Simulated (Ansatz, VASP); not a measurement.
**Two plane-wave programs on Fe**

Contents of POSCAR:

```
Fe
1.0
    0.0000000000      1.9417396906      1.9651051623
    1.4984397099      0.0000000000      1.9651051623
    1.4984397099      1.9417396906      0.0000000000
Fe
1
Direct
    0.0000000000      0.0000000000      0.0000000000
```

Contents of INCAR.step1:

```
  PREC = Accurate
  ENCUT = 520
  ISMEAR = 0
  SIGMA = 0.1
  LREAL = F
  LASPH = T
  NELM = 150
  ISPIN = 2
  MAGMOM = 4
  LMAXMIX = 4
  NBANDS = 14
  GGA = PE
  ALGO = Normal
  EDIFF = 1E-4
  LWAVE = T
  LCHARG = F
```

File INCAR.step2:

```
  PREC = Accurate
  ENCUT = 520
  EDIFF = 1E-6
  ISMEAR = 0
  SIGMA = 0.1
  LREAL = F
  LASPH = T
  NELM = 150
  ALGO = Normal
  ISIF = 2
  LWAVE = F
  LCHARG = F
  ISPIN = 2
  MAGMOM = 4
  LORBIT = 11
  LMAXMIX = 4
  METAGGA = R2SCAN
  LMIXTAU = T
  NBANDS = 14
  ISTART = 1
```

The input KPOINTS:

```
Automatic mesh
0
Gamma
  8 8 8
```

Input for Ansatz:

```yaml
crystal:
  lattice:
    - [0.0, 1.9417396906, 1.9651051623]
    - [1.4984397099, 0.0, 1.9651051623]
    - [1.4984397099, 1.9417396906, 0.0]
  atoms:
    - { symbol: Fe, position: [0.0, 0.0, 0.0], spin: 4.0 }
basis:
  ecutwfc: 500
kpoints:
  mp_grid: { grid: [8, 8, 8] }
hamiltonian:
  xc: r2scan
scf:
  occupations: { method: gaussian, width: 0.1 }
  lower_state_search: "off"
output:
  forces: true
  stress: true
  eigenvalues: true
  populations: true
magnetization:
  spin_polarized: true
```

Alike in both runs: task single point; functional r2SCAN; k mesh 8 × 8 × 8; occupations gaussian, width 0.1 eV; collinear spin.

```csv
,VASP,Ansatz
version,VASP 6.6.1,Ansatz 0.2.0
potentials or method,"VASP PAW PBE potentials, release 64 (Fe)","scalar-relativistic, plane waves, PAW"
plane-wave cutoff (eV),520,500
valence electrons in the cell,8,16
```

```csv
,VASP,Ansatz,Ansatz less VASP
gap on the k mesh at the Fermi level (eV),none,none,-
pressure (GPa),6.5,6.8,+0.33
largest component of the traceless stress (GPa),3.19,3.29,+0.095
net moment per atom (μB),2.65,2.65,+0.001
size of the moment on the site where the two differ most (μB),2.71,2.79,+0.087
```

Site moments also hang on the region over which each program counts them. A gap of «none» marks a metal or a gap that the smearing closes. With one functional, cell and mesh, what is left measures potentials, basis and numerics. The two sets of potentials don't hold the same shells in valence. Ansatz warned: «stability_check_not_made».

Caveats: the k mesh is coarse (spacing up to 0.39 Å⁻¹), so the values aren't converged; the PAW data sets were made with another functional, which shifts forces and pressure a little (VASP).
